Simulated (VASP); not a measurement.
## A VASP 6.6.1 single-point calculation on Li$_{2}$O

INCAR

```
ENCUT = 520
NELM = 120
EDIFF = 1E-7
LASPH = .TRUE.
LCHARG = .FALSE.
NBANDS = 18
SIGMA = 0.02
ISMEAR = -1
PREC = Medium
NSW = 0
LWAVE = .FALSE.
GGA = PE
ISIF = 2
LREAL = .FALSE.
IBRION = -1
```

KPOINTS

```
KPOINTS created by Atomic Simulation Environment
0
Gamma
10 10 10
0 0 0
```

POSCAR

```
Li O
 1.0000000000000000
     0.0000000000000000    2.2596185042000001    2.2596185042000001
     2.2596185042000001    0.0000000000000000    2.2596185042000001
     2.2596185042000001    2.2596185042000001    0.0000000000000000
 Li  O
   2   1
Cartesian
  1.1298092520999998  1.1298092520999998  1.1298092520999998
  3.3894277562999995  3.3894277562999995  3.3894277562999995
  0.0000000000000000  0.0000000000000000  0.0000000000000000
```

The recommended PBE PAW datasets give the neutral cell 12 valence electrons.

Command

```
mpirun -np 1 vasp_std
```

Problem. Predict the outcome of this run.

Solution. It converged. Results: gap between bands v and c on the k mesh 5.10 eV; least direct gap on the k mesh 5.78 eV; pressure 6.6 GPa. Band v is the last that the valence electrons fill when counted band by band, and c is the next.

OSZICAR

```
N       E                     dE             d eps       ncg     rms          rms(c)
DAV:   1     0.496774182874E+02    0.49677E+02   -0.54060E+03  1700   0.717E+02
DAV:   2    -0.113786176783E+02   -0.61056E+02   -0.57752E+02  2260   0.185E+02
DAV:   3    -0.160080750901E+02   -0.46295E+01   -0.45925E+01  2426   0.396E+01
DAV:   4    -0.161055548419E+02   -0.97480E-01   -0.97413E-01  2064   0.641E+00
DAV:   5    -0.161066694483E+02   -0.11146E-02   -0.11145E-02  2170   0.538E-01    0.754E+00
DAV:   6    -0.143317158766E+02    0.17750E+01   -0.66761E+00  1884   0.111E+01    0.270E+00
DAV:   7    -0.143120308590E+02    0.19685E-01   -0.13751E-01  2168   0.203E+00    0.152E+00
DAV:   8    -0.143135403226E+02   -0.15095E-02   -0.68879E-02  2096   0.184E+00    0.490E-01
DAV:   9    -0.143112450837E+02    0.22952E-02   -0.42524E-03  2080   0.425E-01    0.176E-01
DAV:  10    -0.143113510218E+02   -0.10594E-03   -0.79846E-04  2058   0.184E-01    0.476E-02
DAV:  11    -0.143113321632E+02    0.18859E-04   -0.37599E-05  2066   0.520E-02    0.154E-02
DAV:  12    -0.143113332273E+02   -0.10641E-05   -0.56092E-06  2140   0.198E-02    0.702E-03
DAV:  13    -0.143113331728E+02    0.54492E-07   -0.31294E-06  1988   0.128E-02    0.203E-03
DAV:  14    -0.143113330945E+02    0.78380E-07   -0.59187E-08  1596   0.188E-03
   1 F= -.14311333E+02 E0= -.14311333E+02  d E =-.289270E-12
```

Standard output (part)

```
POSCAR found type information on POSCAR LiO
 POSCAR found :  2 types and       3 ions
 LDA part: xc-table for (Slater+PW92), standard interpolation
 POSCAR, INCAR and KPOINTS ok, starting setup
 WAVECAR not read
 entering main loop
```

For comparison, a separate PBE run of the intended cell, on usual settings and not on those above, gives a gap of 5.10 eV on its mesh and a pressure of 6.5 GPa.
